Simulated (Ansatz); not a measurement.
## Ca (hcp)

Method: PBE with spin–orbit coupling; two-component spinors; PAW, 420 eV, 12×12×8 k-mesh, Gaussian smearing of 0.05 eV; code Ansatz; PAW files: Ansatz's generated set soft_2.

```xyz
2
Lattice="3.9090 0.0000 0.0000 -1.9545 3.3853 0.0000 0.0000 0.0000 6.3994" Properties=species:S:1:pos:R:3 pbc="T T T"
Ca    0.0000    2.2568    4.7996
Ca    1.9545    1.1284    1.5999
```

At room temperature and ambient pressure Ca is fcc.

The cell is relaxed to zero pressure at this level.

Path: Γ–M–K–Γ–A–L–H–A | L–M | H–K, with Γ = (0.000, 0.000, 0.000), M = (0.500, 0.000, 0.000), K = (0.333, 0.333, 0.000), A = (0.000, 0.000, 0.500), L = (0.500, 0.000, 0.500), H = (0.333, 0.333, 0.500) in reciprocal vectors of the calculation's cell.

Problem. Is it a metal or an insulator, and if it has a gap, where are the band edges on this path?

Solution. A metal: bands cross the Fermi level.

Bands as a text map, energy in eV from the Fermi level (dashes), each leg drawn with the same width:
```
  4.86 |  ***  *   ***                *            *  ** 
  4.57 |       ***** *              **              *   *
  4.29 |  *  ***** *              **   *        ***  **  
  4.00 | **************         ****    *   *******    **
  3.71 |*   *  ******  **********   ********    *  ******
  3.43 |   **      **      *  *          **    *      *  
  3.14 |   *        **  ***                   *      *   
  2.86 |***          ****      *****  *     **     **    
  2.57 |***          *****    *     ** ***   **     *    
  2.29 |******       *********            **   ****  **  
  2.00 | *** **********  **  *            *      **    **
  1.71 |   **   *  **      *  **         *    ***        
  1.43 |  * ********        **  ***     * ****   **    **
  1.14 |             *     *  *    **  * *    ***     *  
  0.86 |   *                   *     *  *            *   
  0.57 |         ** *     *     *     **           ** ***
  0.29 |    *****  **    *          ***       ********   
  0.00 |---**----*-***--*--------***-**-----****---***---
 -0.29 |***      **  ***            *                 ***
 -0.57 |  *   ****                **   *     ***         
 -0.86 | *   * **     *          *          *******      
 -1.14 |*    **        *        *               ***      
 -1.43 |           *    *               *                
 -1.71 |                 *                               
 -2.00 |    *                  *                         
 -2.29 |            *     *              *               
 -2.57 |                   *  *                          
 -2.86 |   *                 *            *              
        Γ    M    K    Γ    A    L    H    AL     MH    K
```
